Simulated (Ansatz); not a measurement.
Base run

Ansatz input (lattice in Å, positions in fractions of it; a bare `kind: paw` takes the build's default datasets)
```yaml
crystal:
  lattice:
    - [-4.141021, 0.268498, 4.149246]
    - [-0.017777, 2.095217, 2.191095]
    - [-2.113067, 2.021302, 0.091692]
  atoms:
    - { symbol: Fe, position: [0.268204, 0.824116, 0.902667], spin: 3.4 }
    - { symbol: O, position: [0.517626, 1.39844, 1.34892] }
    - { symbol: Fe, position: [0.772398, 0.842658, 0.892005], spin: -3.4 }
    - { symbol: O, position: [1.034087, 1.325429, 1.405066] }
kpoints:
  mp_grid: { grid: [3, 3, 3] }
hamiltonian:
  xc: pbe
  pseudopotentials: { kind: paw }
  hubbard: { sites: [{ species: Fe, l: d, u_eff: 4.0 }] }
scf:
  occupations: { method: fermi_dirac, width: 0.15 }
output:
  forces: true
  stress: true
  eigenvalues: true
magnetization:
  spin_polarized: true
```

Method: PBE+U, plane waves, PAW datasets (generated soft set 1) (Ansatz 0.2.0 development build).

The cutoff used is 420 eV.

The stress includes the program's correction for the finite plane-wave basis.

The base run takes the build's default projectors for U.

It gives a pressure of 52.97 GPa and an rms force of 0.958 eV/Å, with a gap of 2.38 eV on the mesh.

What changes with orthogonalised all-electron atomic projectors for U?

The pressure decreases by 0.39 GPa, the forces move by 6.4 meV/Å (rms), the gap goes up by 0.02 eV.

What changes with atomic projectors for U?

The pressure rises by 1.15 GPa, the forces move by 37.8 meV/Å (rms), the gap falls by 0.16 eV.

The k-mesh is coarse, so these values belong to this mesh and can lie far from the converged ones. A gap read on the mesh is an upper bound of this method's gap, since the mesh can miss a band edge. The cell is a model and need not be the structure known for this compound. With open shells the self-consistent state may not be the lowest one. Semilocal functionals give gaps that mostly lie well below measured ones.
